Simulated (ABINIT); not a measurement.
MgO:

```
CELL_PARAMETERS angstrom
0.00000 2.09700 2.09700
2.09700 0.00000 2.09700
2.09700 2.09700 0.00000
ATOMIC_POSITIONS crystal
Mg 0.00000 0.00000 0.00000
O 0.50000 0.50000 0.50000
```

The cell is a database's computed one.

Base run:

- Program: ABINIT 10.8.3 (patched build)
- Functional: r2SCAN
- Potentials or basis: JTH PAW PBE v2.0
- Cutoff: 762 eV
- k mesh: 11 × 11 × 11
- Occupations: fermi-dirac, width 0.05 eV
- Spin: no spin polarisation

Its results: band gap on the k mesh 5.77 eV, direct; pressure 1.7 GPa.

Q: The run is repeated on the same cell with these changes: potentials or basis from JTH PAW PBE v2.0 to JTH PAW LDA v2.0. What comes out?

A: Band gap on the k mesh 5.78 eV, direct; pressure 1.2 GPa.

Caveats: the PAW data sets were made with another functional, which shifts forces and pressure a little.
